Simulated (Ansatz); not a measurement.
Cubic perovskite BaSnO₃ was calculated with PBE+SOC in Ansatz (plane waves, PAW).

Run with plane-wave cutoff 520 eV, 8×8×8 k mesh, Fermi–Dirac smearing 0.01 eV, PAW data made under PBE.

The cell has the measured lattice: a = 4.116 Å, b = 4.116 Å, c = 4.116 Å, α = 90.00°, β = 90.00°, γ = 90.00°.

### Question
What does this level give for the band gap and smallest direct gap on the k points sampled?

### Answer

* **band gap**: 1.01 eV (indirect)
* **smallest direct gap on the k points sampled**: 1.44 eV

Measured, for comparison: band gap 2.95 eV (temperature not stated, no zero-point or thermal correction, indirect, from the absorption edge of a single crystal; as tabulated in Kim et al. (2012), arXiv:1207.0764). Computed (rounded) less measured: band gap -1.94 eV.

Note: cell and atoms aren't relaxed at this level (pressure 6.5 GPa).

Ansatz is a program for electronic structure.
